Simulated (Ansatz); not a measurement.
# ZrS2 (P-3m1) in Ansatz: notebook

One crystal, ZrS2, is run at these levels: PBE; tasks: single point.

Everything below comes from runs of Ansatz 0.2.0. Logs are shortened: lines on timing, memory, paths and dates and some standing lists are left out, and cuts for length are marked.

## (1) Starting point

The structure is trigonal, space group P-3m1 (No. 164). The conventional cell has a = 3.691 Å, b = 3.691 Å, c = 6.041 Å, α = 90.00°, β = 90.00°, γ = 120.00°. Around Zr (site symmetry -3m) lie 6 S at 2.57 Å. S (site symmetry 3m) has 3 Zr at 2.57 Å as nearest neighbours.

The cell is a database's computed one.

## (2) Single point, PBE, 22.34 Å³/atom (volume scaled by 0.94)

The input, input.yaml:

```yaml
crystal:
  lattice:
    - [3.6160270677, 0.0, 0.0]
    - [-1.8080135339, 3.1315713014, 0.0]
    - [0.0, 0.0, 5.9177551207]
  atoms:
    - { symbol: Zr, position: [0.0, 0.0, 0.0] }
    - { symbol: S, position: [0.3333333333, 0.6666666667, 0.23790997] }
    - { symbol: S, position: [0.6666666667, 0.3333333333, 0.76209003] }
kpoints:
  mp_grid: { grid: [8, 8, 5] }
scf:
  occupations: { method: fermi_dirac, width: 0.05 }
hamiltonian:
  xc: pbe
  pseudopotentials: { kind: all_electron, lapw: { basis_error: 0.001 } }
output:
  forces: true
  stress: true
  eigenvalues: true
```

Potentials or basis: all-electron LAPW, scalar-relativistic.

Run with:

```bash
ansatz run input.yaml --threads 2 --pin off --max-ram 6144MiB --backend cpu --events-out ev --progress --plain --runs-dir out
```

The program printed:

```text
Warning: RAYON_NUM_THREADS=2 ignored (pool sized by the plan → 2); use --threads N
LAPW: plane waves up to 7.713 Å⁻¹, error target 1.0e-3 eV per atom; small_component_spin mean_spin; S in spheres of 1.142 Å, 14 of its electrons in bands, Dirac shells []; Zr in spheres of 1.376 Å, 28 of its electrons in bands, Dirac shells [] (how accurate: hamiltonian.pseudopotentials.lapw.basis_error, Limitations)
Engine: ansatz 0.2.0, x86_64-unknown-linux-gnu
Pseudopotentials: kind: all_electron
Pseudopotential: Zr, LAPW, valence charge 28, lapw/all_electron/scalar/gaussian/Zr, Koelling and Harmon's equation, gaussian nucleus
Pseudopotential: S, LAPW, valence charge 14, lapw/all_electron/scalar/gaussian/S, Koelling and Harmon's equation, gaussian nucleus
Functional definition: PBE
  parameter kappa = 0.804
  parameter beta = 0.06672455060314922
  exchange = pbe_x(kappa = kappa, mu = beta*pi^2/3)
  correlation = pbe_c(beta = beta)
Crystal: 3 atoms, lattice volume = 67.012 Å³
Basis set: ecut = 226.6681567308878 eV, 549 PW (Γ), exchange–correlation at level 2
Bands: 34, of which v1, the nominal top of the filled ones, is band 28 counted from 1 (27 counted from 0)
Symmetry: 12 space group operations
Space group: P-3m1 (ITA 164), of the structure as read, at distance tolerance 4.1e-5 Å
k-points: 40 of 320
Non-local potential: Zr, projectors of the file, none
Non-local potential: S, projectors of the file, none
Initial density: superposition of atomic densities (chi_scale 0.1, normalization cell, long waves kept (reshape's long-wave potential 0.13 eV rms))
Initial wavefunctions: plane waves of lowest kinetic energy (no species holds an atomic orbital)
Functional: x = pbe(κ = 0.804, μ = 0.2195149727645171), c = pbe(β = 0.06672455060314922)
iter 1 solved again at ethr=3.83e-3 eV; its pass at ethr=1.00e-1 eV (dr2=2.14e0 eV) is discarded
SCF iter   1: F=—  HF=-119657.822969 eV  |F-HF|=—  |Δ(HF+E_count)|=         —  Δρ=4.66e-2  dr2=2.14e0  ethr=3.83e-3  ⟨swp⟩=2.0  Hψ=9129  notcnv=0
preconditioner: auto → Resta (q_TF=auto, 2.648 Å⁻¹)  ε∞=4.4  [insulator: Δε(μ)=1.821 eV  Ē_g=9.772 eV  σ=0.050 eV  W_gap=1.00  n_scr=22 (ndim 8)  ℏωp=18.1 eV  f_vac=0.124  D(μ)=0.00/eV (n_scr^D=0)  ε∞_Penn≈4.4]
SCF iter   2: F=—  HF=-119657.110386 eV  |F-HF|=—  |Δ(HF+E_count)|=   7.13e-1  Δρ=1.87e-2  dr2=4.71e-1  ethr=3.83e-3  ⟨swp⟩=2.1  Hψ=4068  notcnv=0
SCF iter   3: F=—  HF=-119657.049391 eV  |F-HF|=—  |Δ(HF+E_count)|=   6.10e-2  Δρ=1.12e-2  dr2=1.31e-1  ethr=8.41e-4  ⟨swp⟩=3.0  Hψ=4271  notcnv=0
iter 4 solved again at ethr=1.48e-5 eV; its pass at ethr=2.34e-4 eV (dr2=8.30e-3 eV) is discarded
SCF iter   4: F=—  HF=-119657.039069 eV  |F-HF|=—  |Δ(HF+E_count)|=         —  Δρ=2.72e-3  dr2=8.28e-3  ethr=1.48e-5  ⟨swp⟩=2.0  Hψ=6960  notcnv=0
the basis was enlarged: its passes take 222.9 KiB over the memory plan, 2 of 2 planned eigensolver slots
SCF iter   5: F=—  HF=-119657.043085 eV  |F-HF|=—  |Δ(HF+E_count)|=   4.02e-3  Δρ=6.74e-4  dr2=3.71e-4  ethr=1.48e-5  ⟨swp⟩=2.8  Hψ=4092  notcnv=0
SCF iter   6: F=—  HF=-119657.043750 eV  |F-HF|=—  |Δ(HF+E_count)|=   6.65e-4  Δρ=1.65e-4  dr2=3.91e-5  ethr=6.63e-7  ⟨swp⟩=3.0  Hψ=4203  notcnv=0
SCF iter   7: F=—  HF=-119657.043812 eV  |F-HF|=—  |Δ(HF+E_count)|=   6.20e-5  Δρ=6.30e-5  dr2=4.65e-6  ethr=6.98e-8  ⟨swp⟩=3.0  Hψ=4243  notcnv=0
SCF iter   8: F=—  HF=-119657.043825 eV  |F-HF|=—  |Δ(HF+E_count)|=   1.29e-5  Δρ=1.91e-5  dr2=4.48e-7  ethr=8.31e-9  ⟨swp⟩=3.0  Hψ=4287  notcnv=0
SCF iter   9: F=-119657.043826 eV  HF=-119657.043826 eV  |F-HF|=1.68e-8  |Δ(HF+E_count)|=   7.26e-7  Δρ=5.69e-6  dr2=2.99e-8  ethr=8.00e-10  ⟨swp⟩=3.0  Hψ=4248  notcnv=0
SCF 1 converged in 9 iterations: F = -119657.043826 eV  dr2 = 2.99e-8
SCF converged after 9 iterations
Free energy (F): -119657.043826 eV
Harris-Foulkes:  -119657.043826 eV  (|F-HF|=1.68e-8)
Internal energy: -119657.043823 eV  (E = F + TS)
E sigma→0 (E₀):  -119657.043825 eV
Entropy (-TS):   -0.000002 eV (-0.001 meV/atom)
Fermi energy:    8.830201 eV
--- Per-component energies (eV) ---
  E_band       = -6033.481211
  E_kinetic    = 122982.172949
  E_xc         = -4508.537102
  E_electrostatic = -238130.679670  (all electrons and nuclei)
  E_smearing   = -0.000002  (= −TS)
  E_closure    = 0.000000  (closes the sum)
  E_atoms      = -119636.976423  (free atoms, spherical and without spin; not in F)
  Σ components = -119657.043826   (vs F -119657.043826, Δ=0.00e0)
  Basis errors (estimates in eV, not in F): energy 4.8e-4 per atom: plane waves 4.4e-4 (2.6e-4 summed), levels above the bands 7.3e-52, relativity 1.2e-7, radial functions 4.6e-5, core shells 1.1e-6; eigenvalues (radial functions only) 1.4e-6; not estimated: angular momenta, meshes, grids; target (lapw.basis_error) 1.0e-3; muffin-tin radii S 1.142 Å, Zr 1.376 Å
--- Forces (eV/Å), atoms counted from 1 ---
  atom   1  Zr     0.00000000     0.00000000     0.00000000
  atom   2  S      0.00000000    -0.00000000     0.81276211
  atom   3  S     -0.00000000     0.00000000    -0.81276211
  max |Σ_I F_I| component: 9.25e-18 eV/Å
--- Stress (GPa, compression-positive) ---
        6.809730       0.000000       0.000000
        0.000000       6.809730      -0.000000
        0.000000      -0.000000       6.732784
  P = ⅓ Tr σ = 6.7841 GPa (67.841 kbar)
--- Band table (eV; the first three rows and the last of 40) ---
  k-point 0: bands = ["-303.3352", "-303.3352", "-303.3333", "-196.0451", "-196.0451", "-160.5049", "-160.5049", "-160.5038", "-160.4859", "-160.4859", "-140.8132", "-140.8131", "-140.8111", "-140.8111", "-140.8111", "-140.8111", "-40.4418", "-18.5590", "-18.3779", "-18.3779", "-4.5293", "-2.9365", "3.8167", "5.3482", "5.3482", "8.2550", "8.2550", "8.2550", "9.9274", "9.9274", "10.8468", "13.5907", "13.5907", "14.2820"]
  k-point 1: bands = ["-303.3352", "-303.3352", "-303.3333", "-196.0451", "-196.0451", "-160.5049", "-160.5049", "-160.5038", "-160.4859", "-160.4859", "-140.8131", "-140.8131", "-140.8111", "-140.8111", "-140.8111", "-140.8111", "-40.4418", "-18.5592", "-18.3779", "-18.3779", "-4.4659", "-3.0448", "4.0831", "5.3582", "5.3582", "7.6987", "8.2167", "8.2167", "9.9168", "9.9168", "11.0529", "13.7042", "13.7042", "14.3557"]
  k-point 2: bands = ["-303.3352", "-303.3352", "-303.3333", "-196.0451", "-196.0451", "-160.5049", "-160.5049", "-160.5038", "-160.4859", "-160.4859", "-140.8131", "-140.8131", "-140.8111", "-140.8111", "-140.8111", "-140.8111", "-40.4418", "-18.5595", "-18.3779", "-18.3779", "-4.3412", "-3.2391", "4.6709", "5.3746", "5.3746", "6.7737", "8.1559", "8.1559", "9.8993", "9.8993", "11.2427", "13.8998", "13.8998", "14.6085"]
  k-point 39: bands = ["-303.3352", "-303.3352", "-303.3333", "-196.0451", "-196.0451", "-160.5049", "-160.5049", "-160.5038", "-160.4859", "-160.4859", "-140.8131", "-140.8131", "-140.8111", "-140.8111", "-140.8111", "-140.8111", "-40.4152", "-18.6385", "-18.5499", "-18.4784", "-3.2719", "-3.0393", "4.3953", "4.7605", "5.4882", "6.1578", "6.3773", "6.8277", "10.4688", "11.4448", "11.6142", "13.6361", "14.5894", "16.0753"]
```

It took 20 s on 2 threads of Intel Xeon at 2.50GHz (Skylake/Cascade Lake), shared host; peak memory 0.38 GiB.

What came out:

* Free energy: -119657.0438 eV
* Pressure: 6.8 GPa
* Largest force: 0.813 eV/Å
* Band gap on the k mesh: 1.01 eV, indirect (least direct gap 1.67 eV)

Caveat: an odd mesh through Γ misses points on the zone boundary, where band edges often lie; this functional lacks dispersion, which binds the layers, so the pressure and a relaxed spacing across them are unreliable.

## (3) Single point, PBE, 22.81 Å³/atom (volume scaled by 0.96)

Edit input.yaml of step 2 so:

```diff
@@ -2,5 +2,5 @@
   lattice:
-    - [3.6160270677, 0.0, 0.0]
-    - [-1.8080135339, 3.1315713014, 0.0]
-    - [0.0, 0.0, 5.9177551207]
+    - [3.6414928861, 0.0, 0.0]
+    - [-1.8207464431, 3.1536253471, 0.0]
+    - [0.0, 0.0, 5.9594308256]
   atoms:
```

Potentials or basis: all-electron LAPW, scalar-relativistic.

Run with:

```bash
ansatz run input.yaml --threads 2 --pin off --max-ram 6144MiB --backend cpu --events-out ev --progress --plain --runs-dir out
```

It took 19 s on 2 threads of Intel Xeon at 2.50GHz (Skylake/Cascade Lake), shared host; peak memory 0.38 GiB.

Results (log left out):

```yaml
Free_energy: -119657.0938 eV
Pressure: 4.5 GPa
Largest_force: 0.538 eV/Å
Band_gap_on_the_k_mesh: 1.03 eV, indirect (least direct gap 1.66 eV)
```

Caveat: an odd mesh through Γ misses points on the zone boundary, where band edges often lie; this functional lacks dispersion, which binds the layers, so the pressure and a relaxed spacing across them are unreliable.

## (4) Single point, PBE, 23.29 Å³/atom (volume scaled by 0.98)

Edit input.yaml of step 3 so:

```diff
@@ -2,5 +2,5 @@
   lattice:
-    - [3.6414928861, 0.0, 0.0]
-    - [-1.8207464431, 3.1536253471, 0.0]
-    - [0.0, 0.0, 5.9594308256]
+    - [3.6666074238, 0.0, 0.0]
+    - [-1.8333037119, 3.1753751747, 0.0]
+    - [0.0, 0.0, 6.0005316473]
   atoms:
```

Run with:

```bash
ansatz run input.yaml --threads 2 --pin off --max-ram 6144MiB --backend cpu --events-out ev --progress --plain --runs-dir out
```

Run time: 20 s. Hardware: 2 threads of Intel Xeon at 2.50GHz (Skylake/Cascade Lake), shared host; peak memory 0.38 GiB.

Results (log left out):

```yaml
Free_energy: -119657.1241 eV
Pressure: 2.4 GPa
Largest_force: 0.283 eV/Å
Band_gap_on_the_k_mesh: 1.04 eV, indirect (least direct gap 1.65 eV)
```

Caveat: an odd mesh through Γ misses points on the zone boundary, where band edges often lie; this functional lacks dispersion, which binds the layers, so the pressure and a relaxed spacing across them are unreliable.

## (5) Single point, PBE, 23.76 Å³/atom

Edit input.yaml of step 4 so:

```diff
@@ -2,5 +2,5 @@
   lattice:
-    - [3.6666074238, 0.0, 0.0]
-    - [-1.8333037119, 3.1753751747, 0.0]
-    - [0.0, 0.0, 6.0005316473]
+    - [3.6913825498, 0.0, 0.0]
+    - [-1.8456912749, 3.1968310632, 0.0]
+    - [0.0, 0.0, 6.04107701]
   atoms:
```

Run with:

```bash
ansatz run input.yaml --threads 2 --pin off --max-ram 6144MiB --backend cpu --events-out ev --progress --plain --runs-dir out
```

Wall time 19 s (2 threads of Intel Xeon at 2.50GHz (Skylake/Cascade Lake), shared host); peak memory 0.38 GiB.

The run converged. Its results:

```
Free energy            : -119657.1369 eV
Pressure               : 0.5 GPa
Largest force          : 0.047 eV/Å
Band gap on the k mesh : 1.05 eV, indirect (least direct gap 1.64 eV)
```

Caveat: an odd mesh through Γ misses points on the zone boundary, where band edges often lie; this functional lacks dispersion, which binds the layers, so the pressure and a relaxed spacing across them are unreliable.

## (6) Single point, PBE, 24.24 Å³/atom (volume scaled by 1.02)

Edit input.yaml of step 5 so:

```diff
@@ -2,5 +2,5 @@
   lattice:
-    - [3.6913825498, 0.0, 0.0]
-    - [-1.8456912749, 3.1968310632, 0.0]
-    - [0.0, 0.0, 6.04107701]
+    - [3.7158295043, 0.0, 0.0]
+    - [-1.8579147522, 3.2180027468, 0.0]
+    - [0.0, 0.0, 6.0810853085]
   atoms:
```

Potentials or basis: all-electron LAPW, scalar-relativistic.

Run with:

```bash
ansatz run input.yaml --threads 2 --pin off --max-ram 6144MiB --backend cpu --events-out ev --progress --plain --runs-dir out
```

It took 20 s on 2 threads of Intel Xeon at 2.50GHz (Skylake/Cascade Lake), shared host; peak memory 0.38 GiB.

Results (log left out):

```
Free energy            : -119657.1337 eV
Pressure               : -1.2 GPa
Largest force          : 0.174 eV/Å
Band gap on the k mesh : 1.06 eV, indirect (least direct gap 1.62 eV)
```

Caveat: an odd mesh through Γ misses points on the zone boundary, where band edges often lie; this functional lacks dispersion, which binds the layers, so the pressure and a relaxed spacing across them are unreliable.

## (7) Single point, PBE, 24.71 Å³/atom (volume scaled by 1.04)

Edit input.yaml of step 6 so:

```diff
@@ -2,5 +2,5 @@
   lattice:
-    - [3.7158295043, 0.0, 0.0]
-    - [-1.8579147522, 3.2180027468, 0.0]
-    - [0.0, 0.0, 6.0810853085]
+    - [3.7399589434, 0.0, 0.0]
+    - [-1.8699794717, 3.2388994541, 0.0]
+    - [0.0, 0.0, 6.1205739819]
   atoms:
```

Run with:

```bash
ansatz run input.yaml --threads 2 --pin off --max-ram 6144MiB --backend cpu --events-out ev --progress --plain --runs-dir out
```

Run time: 19 s. Hardware: 2 threads of Intel Xeon at 2.50GHz (Skylake/Cascade Lake), shared host; peak memory 0.38 GiB.

It converged, with:

```yaml
Free_energy: -119657.1160 eV
Pressure: -2.7 GPa
Largest_force: 0.378 eV/Å
Band_gap_on_the_k_mesh: 1.07 eV, indirect (least direct gap 1.61 eV)
```

Caveat: an odd mesh through Γ misses points on the zone boundary, where band edges often lie; this functional lacks dispersion, which binds the layers, so the pressure and a relaxed spacing across them are unreliable.

## (8) Single point, PBE, 25.19 Å³/atom (volume scaled by 1.06)

Edit input.yaml of step 7 so:

```diff
@@ -2,5 +2,5 @@
   lattice:
-    - [3.7399589434, 0.0, 0.0]
-    - [-1.8699794717, 3.2388994541, 0.0]
-    - [0.0, 0.0, 6.1205739819]
+    - [3.7637809802, 0.0, 0.0]
+    - [-1.8818904901, 3.2595299432, 0.0]
+    - [0.0, 0.0, 6.1595595806]
   atoms:
```

Run with:

```bash
ansatz run input.yaml --threads 2 --pin off --max-ram 6144MiB --backend cpu --events-out ev --progress --plain --runs-dir out
```

Run time: 19 s. Hardware: 2 threads of Intel Xeon at 2.50GHz (Skylake/Cascade Lake), shared host; peak memory 0.38 GiB.

The run converged. Its results:

| Property | Result |
| --- | --- |
| Free energy | -119657.0853 eV |
| Pressure | -4.1 GPa |
| Largest force | 0.569 eV/Å |
| Band gap on the k mesh | 1.08 eV, indirect (least direct gap 1.60 eV) |

Caveat: an odd mesh through Γ misses points on the zone boundary, where band edges often lie; this functional lacks dispersion, which binds the layers, so the pressure and a relaxed spacing across them are unreliable.
